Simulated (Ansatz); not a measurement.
# TaN (P-6m2), a vibration from a frozen displacement

Theory: Ansatz, DFT LDA, scalar-relativistic, plane waves, PAW. Cutoff 420 eV, Γ-centred 18×18×16 k-points, Gaussian smearing of 0.15 eV. Spin–orbit coupling is left out, which matters for the heavy elements here. No spin polarisation. Energies are free energies at this smearing, counted from the undisturbed cell; pressure is positive in compression.

The undisturbed cell (as given, not relaxed at this level; it stands at -11.6 GPa; this form isn't the usual structure):

```
Ta N
1.0
     2.93800    0.00000    0.00000
    -1.46900    2.54438    0.00000
     0.00000    0.00000    2.88300
Ta N
1 1
Direct
  0.33333 0.66667 0.50000
  0.00000 0.00000 0.00000
```

Every N atom is moved by x along the Cartesian unit vector (0.000, 0.000, 1.000); the cell and all other atoms stay fixed. The cell's volume is 21.55 Å³; the moved atoms weigh 14.007 u together and the others 180.948 u. Some rows repeat others by symmetry and weren't run.

```
  x (Å)  ΔE (meV/cell) total force on the moved atoms along the move (eV/Å) pressure (GPa)
-0.3000         647.36                                                4.5461          7.0538
-0.2625         488.78                                                3.9116          2.7392
-0.2250         353.89                                                3.2847         -1.0265
-0.1875         242.20                                                2.6756         -4.2307
-0.1500         152.90                                                2.0910         -6.8633
-0.0750          37.45                                                1.0059        -10.3869
 0.0000           0.00                                                0.0000        -11.5649
 0.0750          37.45                                               -1.0059        -10.3869
 0.1500         152.90                                               -2.0910         -6.8633
 0.1875         242.20                                               -2.6756         -4.2307
 0.2250         353.89                                               -3.2847         -1.0265
 0.2625         488.78                                               -3.9116          2.7392
 0.3000         647.36                                               -4.5461          7.0538
```

What frequency belongs to this motion?

The force constant is k = −dF/dx = 13.412 eV/Å², from the parabola through x = -0.0750, 0 and 0.0750. In every cell the moved atoms swing against the rest, so the mass is μ = m₁m₂/(m₁ + m₂) = 13.001 u, and ν̃ = 521.5 cm⁻¹ × √(|k|/μ) = 530 cm⁻¹, at this cell's pressure of -11.6 GPa. To first order in x, and within 1 %, the force on every atom lies along the move and, within each of the two groups, in proportion to the atom's mass, so this is itself a mode at the zone centre of this cell.

How far does the harmonic law reach?

At x = -0.300 Å, kx²/2 = 603.54 meV against the computed 647.36 meV (+7.3 %): the well is still close to harmonic there.

The pressure changes with x². What does that say about the frequency under compression?

With E = k(V)x²/2, k ∝ V^(−2γ) and x scaling with the cell as V^(1/3), P − P0 = −∂E/∂V = (2γ − 2/3) ΔE/V. At x = 0.1500 Å, V(P − P0) = 21.55 × 4.70158 / 160.2 eV = 632.43 meV and ΔE = 152.90 meV, so γ = 1/3 + V(P − P0)/(2ΔE) = 2.40. This is the Grüneisen parameter of the motion under uniform scaling of the cell: shrinking the cell evenly by 1 % in volume raises the frequency by about 2.40 %.

In a metal these slopes depend on the k mesh and the smearing.